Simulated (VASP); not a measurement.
Write the native input for VASP 6.6.1 that does the following.

```yaml
Task: single point
Functional: PBEsol
Potentials_or_basis: VASP PAW PBE potentials, release 64 (Ba_sv, Ti_sv, O)
Cutoff: 520 eV
k_mesh: 8 × 8 × 8
Occupations: gaussian, width 0.02 eV
Spin: non-collinear spin, zero start, spin-orbit coupling
Starting_moments: "[[0.0, 0.0, 0.0], [0.0, 0.0, 0.0], [0.0, 0.0, 0.0], [0.0, 0.0, 0.0], [0.0, 0.0, 0.0]] μB"
Further_INCAR_settings: ALGO = Fast; EDIFF = 1e-07; NBANDS = 55
```

The structure of BaTiO3 lies in POSCAR:

```
BaTiO3
1.0
    3.9665800000      0.0000000000      0.0000000000
    0.0000000000      3.9665800000      0.0000000000
    0.0000000000      0.0000000000      4.0656500000
Ba Ti O
1 1 3
Direct
    0.5000000000      0.5000000000      0.5821900000
    0.0000000000      0.0000000000      0.0986100000
    0.0000000000      0.5000000000      0.0638500000
    0.5000000000      0.0000000000      0.0638500000
    0.0000000000      1.0000000000      0.5515000000
```

The cell is a database's computed one.

The input as run:

INCAR

```
SYSTEM = BaTiO3
  PREC = Accurate
  ENCUT = 520
  EDIFF = 1E-7
  ISMEAR = 0
  SIGMA = 0.02
  LREAL = .False.
  LASPH = .True.
  NELM = 80
  ALGO = Fast
  ISIF = 2
  LWAVE = .False.
  LCHARG = .False.
  MAGMOM = 0 0 0 0 0 0 0 0 0 0 0 0 0 0 0
  LORBIT = 11
  LSORBIT = .True.
  GGA_COMPAT = .False.
  LMAXMIX = 4
  GGA = PS
  NBANDS = 55
```

KPOINTS

```
Automatic mesh
0
Gamma
  8 8 8
  0 0 0
```

Potentials or basis: VASP PAW PBE potentials, release 64 (Ba_sv, Ti_sv, O).

Launch:

```sh
$ cat potpaw_PBE.64/Ba_sv/POTCAR potpaw_PBE.64/Ti_sv/POTCAR potpaw_PBE.64/O/POTCAR > POTCAR
$ mpirun -np 1 vasp_ncl > vasp.out
```

Results of the run:

```
Pressure                                              : 0.2 GPa
Largest force                                         : 0.003 eV/Å
Net moment                                            : 0.00 μB per cell
Valence electrons inside the program's atomic spheres : Ba 7.98; Ti 10.28; O 5.01
```

Caveat: the PAW data sets were made with another functional, which shifts forces and pressure a little.

Run time: 47 min on 1 thread of AMD EPYC 9R45 (Zen 5), with other jobs on the host, peak memory 0.71 GiB.
